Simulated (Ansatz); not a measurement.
Crystal: Na2S.

```
CELL_PARAMETERS angstrom
0.00000 3.27350 3.27350
3.27350 0.00000 3.27350
3.27350 3.27350 0.00000
ATOMIC_POSITIONS crystal
S 0.00000 0.00000 0.00000
Na 0.75000 0.75000 0.75000
Na 0.25000 0.25000 0.25000
```

| Item | Value |
| --- | --- |
| Program | Ansatz 0.2.0 |
| Task | relaxation of cell and atoms |
| Functional | PBE |
| Dispersion | D3(BJ)-ATM |
| Potentials or basis | Ansatz PAW |
| Cutoff | 420 eV (not typed: the program's choice for these potentials) |
| k mesh | 7 × 7 × 7 |
| Occupations | fermi-dirac, width 0.05 eV |
| Spin | no spin polarisation |

At the start: volume 23.39 Å³/atom.

Task: Where does the relaxation end?

Result: It ends after 4 steps and the volume is 22.39 Å³/atom (-4.2 %); space group Fm-3m (No. 225, to 0.05 Å).

The path:
```csv
step,energy change (eV),largest force (eV/Å),volume (Å³)
1,0.0000,0.0000,70.16
2,-0.0106,0.0000,68.08
3,-0.0116,0.0000,67.18
4,-0.0115,0.0000,67.18
```

Final structure:
```
S Na
1.0
     0.00000    3.22649    3.22649
     3.22649    0.00000    3.22649
     3.22649    3.22649    0.00000
S Na
1 2
Direct
  0.00000 0.00000 0.00000
  0.75000 0.75000 0.75000
  0.25000 0.25000 0.25000
```

Caveat: the plane-wave basis is chosen anew once the cell has moved, so the energies of steps on either side of that aren't comparable.
